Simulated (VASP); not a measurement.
# Au (Fm-3m) in VASP: notebook

Runs on Au. Level: PBE. Tasks: relaxation of cell and atoms.

Everything below comes from runs of VASP 6.6.1. Logs are shortened: lines on timing, memory, paths and dates and some standing lists are left out, and cuts for length are marked.

## (1) Starting point

Symmetry: Fm-3m, No. 225, cubic system. The conventional cell has a = 4.070 Å, b = 4.070 Å, c = 4.070 Å, α = 90.00°, β = 90.00°, γ = 90.00°. Au (site symmetry m-3m) is surrounded by 12 Au at 2.88 Å.

## (2) Relaxation of cell and atoms, PBE

File INCAR:

```
SYSTEM = Au
ALGO = Normal ; EDIFF = 1E-6
EDIFFG = -0.01 ; ENCUT = 520
GGA = PE ; IBRION = 2
ISIF = 3 ; ISMEAR = 0
LASPH = .TRUE. ; LCHARG = .FALSE.
LREAL = .FALSE. ; LWAVE = .FALSE.
NELM = 120 ; NSW = 90
PREC = Accurate ; SIGMA = 0.1
```

File KPOINTS:

```
k-points
0
G
  18 18 18
  0 0 0
```

File POSCAR:

```
Au
1.0
    0.0000000000      2.0350000000      2.0350000000
    2.0350000000      0.0000000000      2.0350000000
    2.0350000000      2.0350000000      0.0000000000
Au
1
Direct
    0.0000000000      0.0000000000      0.0000000000
```

Potentials or basis: VASP PAW PBE potentials, release 64 (Au).

The run is started by

```
> cat potpaw_PBE.64/Au/POTCAR > POTCAR
> mpirun -np 1 vasp_std > vasp.out
```

OUTCAR:

```text
SYSTEM = Au
   EDIFF = 1E-6
   EDIFFG = -0.01
   ENCUT = 520
   GGA = PE
   IBRION = 2
   ISIF = 3
   ISMEAR = 0
   LASPH = .TRUE.
   LREAL = .FALSE.
   NELM = 120
   NSW = 90
   PREC = Accurate

 ion  position               nearest neighbor table
   1  0.000  0.000  0.000-

  LATTYP: Found a face centered cubic cell.
 ALAT       =     4.0700000000

  Lattice vectors:

 A1 = (   0.0000000000,   2.0350000000,   2.0350000000)
 A2 = (   2.0350000000,   0.0000000000,   2.0350000000)
 A3 = (   2.0350000000,   2.0350000000,   0.0000000000)

Analysis of symmetry for initial positions (statically):
=====================================================================
 Subroutine PRICEL returns:
 Original cell was already a primitive cell.

 Routine SETGRP: Setting up the symmetry group for a
 face centered cubic supercell.

 Subroutine GETGRP returns: Found 48 space group operations
 (whereof 48 operations were pure point group operations)
 out of a pool of 48 trial point group operations.

The static configuration has the point symmetry O_h .

Analysis of symmetry for dynamics (positions and initial velocities):
=====================================================================
 Subroutine PRICEL returns:
 Original cell was already a primitive cell.

 Routine SETGRP: Setting up the symmetry group for a
 face centered cubic supercell.

 Subroutine GETGRP returns: Found 48 space group operations
 (whereof 48 operations were pure point group operations)
 out of a pool of 48 trial point group operations.

The dynamic configuration has the point symmetry O_h .

 Subroutine INISYM returns: Found 48 space group operations
 (whereof 48 operations are pure point group operations),
 and found     1 'primitive' translations

----------------------------------------------------------------------------------------

                                     Primitive cell

  volume of cell :      16.8548

  direct lattice vectors                    reciprocal lattice vectors
     0.000000000  2.035000000  2.035000000    -0.245700246  0.245700246  0.245700246
     2.035000000  0.000000000  2.035000000     0.245700246 -0.245700246  0.245700246
     2.035000000  2.035000000  0.000000000     0.245700246  0.245700246 -0.245700246

  length of vectors
     2.877924599  2.877924599  2.877924599     0.425565309  0.425565309  0.425565309

  position of ions in fractional coordinates (direct lattice)
     0.000000000  0.000000000  0.000000000

  ion indices of the primitive-cell ions
   primitive index   ion index
                 1           1

----------------------------------------------------------------------------------------

 KPOINTS: k-points

Automatic generation of k-mesh.
 Grid dimensions read from file:
 generate k-points for:   18   18   18

 Generating k-lattice:

  Cartesian coordinates                     Fractional coordinates (reciprocal lattice)
    -0.013650014  0.013650014  0.013650014     0.055555556  0.000000000  0.000000000
     0.013650014 -0.013650014  0.013650014     0.000000000  0.055555556  0.000000000
     0.013650014  0.013650014 -0.013650014     0.000000000  0.000000000  0.055555556

  Length of vectors
     0.023642517  0.023642517  0.023642517

  Shift w.r.t. Gamma in fractional coordinates (k-lattice)
     0.000000000  0.000000000  0.000000000

 Subroutine IBZKPT returns following result:
 ===========================================

 Found    195 irreducible k-points:

 Following reciprocal coordinates:
            Coordinates               Weight
  0.000000  0.000000  0.000000      1.000000
  0.055556  0.000000  0.000000      8.000000
  0.111111  0.000000  0.000000      8.000000
  0.166667  0.000000  0.000000      8.000000
  0.222222  0.000000  0.000000      8.000000
  0.277778  0.000000  0.000000      8.000000
[... 16 lines left out ...]
 -0.277778  0.055556  0.000000     24.000000
 -0.222222  0.055556  0.000000     24.000000
 [... further k-points ...]
   k-points           NKPTS =    195   k-points in BZ     NKDIM =    195   number of bands    NBANDS=      9
   number of dos      NEDOS =    301   number of ions     NIONS =      1
   total plane-waves  NPLWV =  13824
   dimension x,y,z NGX =    24 NGY =   24 NGZ =   24
   dimension x,y,z NGXF=    48 NGYF=   48 NGZF=   48
   ions per type =               1
   NGX,Y,Z   is equivalent  to a cutoff of  13.86, 13.86, 13.86 a.u.
   NGXF,Y,Z  is equivalent  to a cutoff of  27.73, 27.73, 27.73 a.u.
 SYSTEM =  Au
   PREC   = accura    normal or accurate (medium, high low for compatibility)
   ISTART =      0    job   : 0-new  1-cont  2-samecut
   ICHARG =      2    charge: 1-file 2-atom 10-const
   ISPIN  =      1    spin polarized calculation?
   LNONCOLLINEAR =      F non collinear calculations
   LSORBIT =      F    spin-orbit coupling
   LASPH  =      T    aspherical Exc in radial PAW
   ENCUT  =  520.0 eV  38.22 Ry    6.18 a.u.   5.35  5.35  5.35*2*pi/ulx,y,z
   NELM   =    120;   NELMIN=  2; NELMDL= -5     # of ELM steps
   EDIFF  = 0.1E-05   stopping-criterion for ELM
   LREAL  =      F    real-space projection
   EDIFFG = -.1E-01   stopping-criterion for IOM
   NSW    =     90    number of steps for IOM
   IBRION =      2    ionic relax: 0-MD 1-quasi-New 2-CG
   NFREE  =      1    steps in history (QN), initial steepest desc. (CG)
   ISIF   =      3    stress and relaxation
   ISYM   =      2    0-nonsym 1-usesym 2-fastsym
   POTIM  = 0.5000    time-step for ionic-motion
   TEBEG  =    0.0;   TEEND  =   0.0 temperature during run
   PSTRESS=    0.0 pullay stress
   NELECT =      11.0000    total number of electrons
   NUPDOWN=      -1.0000    fix difference up-down
   EMIN   =  10.00;   EMAX   =-10.00  energy-range for DOS
   EFERMI =   0.00;   METHOD = LEGACY
   ISMEAR =     0;   SIGMA  =   0.10  broadening in eV -4-tet -1-fermi 0-gaus
   EFERMI_NEDOS =   21; number of points for ismear=-14 and -15
   IALGO  =     38    algorithm
   IMIX   =      4    mixing-type and parameters
     AMIX     =   0.40;   BMIX     =  1.00
     AMIX_MAG =   1.60;   BMIX_MAG =  1.00
  volume/ion in A,a.u.               =      16.85       113.74
  Fermi-wavevector in a.u.,A,eV,Ry     =   1.420032  2.683470 27.436005  2.016489
  Thomas-Fermi vector in A             =   2.540990
   LORBIT       =      0    0 simple, 1 ext, 2 COOP (PROOUT), +10 PAW based schemes
   GGA     = PE    functional components
   LHFCALC =     F    Hartree Fock is set to
   AEXX    =    0.0000 exact exchange contribution
   IVDW    =     0    specifies the selected vdW correction
   LEPSILON=     F    determine dielectric tensor
   LRPA    =     F    only Hartree local field effects (RPA)
 conjugate gradient relaxation of ions
 non-spin polarized calculation
 Gauss-broadening in eV      SIGMA  =   0.10
  energy-cutoff  :      520.00
  volume of cell :       16.85
 maximum number of plane-waves:       467
 NGX is ok and might be reduce to    24
   NGX = 11   NGY = 11   NGZ = 11

--------------------------------------- Ionic step        1  -------------------------------------------

 number of electron      10.9999999 magnetization

 Free energy of the ion-electron system (eV)
  ---------------------------------------------------
  ext. energy  EPLUGINS =         0.00000000
  ---------------------------------------------------
  free energy    TOTEN  =        -3.18801990 eV

  energy without entropy =       -3.18663594  energy(sigma->0) =       -3.18732792

------------------------ aborting loop because EDIFF is reached ----------------------------------------

  FORCE on cell =-STRESS in cart. coord.  units (eV):
  Direction    XX          YY          ZZ          XY          YZ          ZX
  --------------------------------------------------------------------------------------
  -------------------------------------------------------------------------------------
  Total        1.1159059      1.1159059      1.1159059      0.0000000      0.0000000     -0.0000000
  in kB      106.0754577    106.0754577    106.0754577      0.0000000      0.0000000     -0.0000000
  external PRESSURE =     106.0754577 kB  Pullay stress =       0.0000000 kB
[... 90 lines left out ...]
  energy  without entropy=       -3.2201972735  energy(sigma->0) =       -3.22083072

--------------------------------------- Ionic step        4  -------------------------------------------

 number of electron      11.0000002 magnetization

 Free energy of the ion-electron system (eV)
  ---------------------------------------------------
  ext. energy  EPLUGINS =         0.00000000
  ---------------------------------------------------
  free energy    TOTEN  =        -3.22148072 eV

  energy without entropy =       -3.22021182  energy(sigma->0) =       -3.22084627

 E-fermi :   8.5900     XC(G=0): -12.4094

 val. band max:        8.5750739539   @ k =   0.5000   0.2778   0.1111
 cond. band min:       8.6181642326   @ k =   0.5000   0.1667   0.0556
 fundamental gap:      0.0430902786
 Fermi energy:         8.5899512814

 k-point     1 :       0.0000    0.0000    0.0000
  band No.  band energies     occupation
      1      -0.6848      2.00000
      2       4.2130      2.00000
      3       4.2130      2.00000
      4       4.2130      2.00000
      5       5.5952      2.00000
      6       5.5952      2.00000
      7      23.2173      0.00000
      8      26.9196      0.00000
      9      26.9196      0.00000
[... 265 lines left out ...]
 k-point    24 :      -0.2222    0.0556    0.0000
  band No.  band energies     occupation
      1       1.0383      2.00000
      2       3.9828      2.00000
      3       4.4965      2.00000
      4       4.5288      2.00000
      5       5.5156      2.00000
      6       5.9548      2.00000
      7      19.8812      0.00000
      8      24.1325      0.00000
      9      26.6706      0.00000

 [... further k-points ...]
[... 5 lines left out ...]
  --------------------------------------------------------------------------------------
  -------------------------------------------------------------------------------------
  Total       -0.0027981     -0.0027981     -0.0027981     -0.0000000     -0.0000000      0.0000000
  in kB       -0.2498299     -0.2498299     -0.2498299     -0.0000000     -0.0000000      0.0000000
  external PRESSURE =      -0.2498299 kB  Pullay stress =       0.0000000 kB
[... 16 lines left out ...]
  FREE ENERGIE OF THE ION-ELECTRON SYSTEM (eV)
  ---------------------------------------------------
  free  energy   TOTEN  =        -3.2214807232 eV

  energy  without entropy=       -3.2202118196  energy(sigma->0) =       -3.22084627

 reached required accuracy - stopping structural energy minimisation
```

Run time: 27 s. Hardware: 1 thread of Intel Xeon 6975P-C (Granite Rapids), shared host; peak memory 0.17 GiB.

Results:

```yaml
Free_energy: -3.2215 eV
Relaxed_volume: 17.94 Å³/atom
Relaxed_cell: a = 2.939 Å, b = 2.939 Å, c = 2.939 Å, α = 60.00°, β = 60.00°, γ = 60.00°
Space_group_after_relaxing_to_0.05_Å: Fm-3m (No. 225)
Energy_gained_by_relaxing: 33.5 meV/atom
Ionic_steps: 4
Pressure_after_relaxing: 0.0 GPa
Band_gap_on_the_k_mesh: none (metal or under the smearing width)
```

Step by step:
```
step  energy change (eV)  largest force (eV/Å)  pressure (GPa)  volume (Å³)
   1              0.0000                0.0000           10.61        16.85
   2              0.0290                0.0000           -9.95        19.73
   3             -0.0334                0.0000           -0.19        17.97
   4             -0.0335                0.0000           -0.02        17.94
```

Final structure:
```
Au
1.0
     0.00000    2.07794    2.07794
     2.07794    0.00000    2.07794
     2.07794    2.07794    0.00000
Au
1
Cartesian
  0.0000 0.0000 0.0000
```

Spin-orbit coupling is left out, which matters for the levels of Au. PBE usually gives volumes a little too large and moduli too small.

## (3) Relaxation of cell and atoms, PBE

This run uses another cell than the first one, of 17.94 Å³/atom, 1.065 times its volume.

File INCAR:

```
SYSTEM = Au
ALGO = Normal ; EDIFF = 1E-7
EDIFFG = -0.005 ; ENCUT = 520
GGA = PE ; IBRION = 2
ISIF = 3 ; ISMEAR = 0
LASPH = .TRUE. ; LCHARG = .FALSE.
LREAL = .FALSE. ; LWAVE = .FALSE.
NELM = 120 ; NSW = 60
POTIM = 0.3 ; PREC = Accurate
SIGMA = 0.1
```

KPOINTS is that of step 2.

File POSCAR:

```
Au                                      
1.0
    0.0000000000      2.0779382725      2.0779382725
    2.0779382725      0.0000000000      2.0779382725
    2.0779382725      2.0779382725     -0.0000000000
  Au            
     1
Direct
     0.0000000000000000    0.0000000000000000    0.0000000000000000
```

Potentials or basis: VASP PAW PBE potentials, release 64 (Au).

The run is started by

```
> cat potpaw_PBE.64/Au/POTCAR > POTCAR
> mpirun -np 1 vasp_std > vasp.out
```

It took 9.4 s on 1 thread of Intel Xeon 6975P-C (Granite Rapids), shared host; peak memory 0.16 GiB.

Results (log left out):

```
Free energy             : -3.2224 eV
Pressure after relaxing : 0.0 GPa
Band gap on the k mesh  : none (metal or under the smearing width)
```

Final structure:
```cif
data_structure
_symmetry_space_group_name_H-M 'P 1'
_symmetry_Int_Tables_number 1
_cell_length_a 2.9386
_cell_length_b 2.9386
_cell_length_c 2.9386
_cell_angle_alpha 60.000
_cell_angle_beta 60.000
_cell_angle_gamma 60.000
_cell_volume 17.94
loop_
_atom_site_label
_atom_site_type_symbol
_atom_site_fract_x
_atom_site_fract_y
_atom_site_fract_z
_atom_site_occupancy
Au1 Au 0.00000 0.00000 0.00000 1
```

Levels at points of the mesh, in eV from the Fermi level:
```csv
k point,band 3,band 4,band 5,band 6,band 7,band 8,band 9
"(0.00, 0.00, 0.00)",-4.38,-4.38,-2.99,-2.99,14.63,18.33,18.33
"(0.50, 0.00, 0.00)",-4.41,-1.90,-1.90,-0.67,2.85,14.07,16.79
"(0.50, 0.50, 0.00)",-1.94,-1.61,-1.61,1.21,5.41,9.91,9.91
```

Caveat: the relaxation stopped at its first step, so nothing moved. The run has no spin-orbit coupling, so splittings on Au are missing.
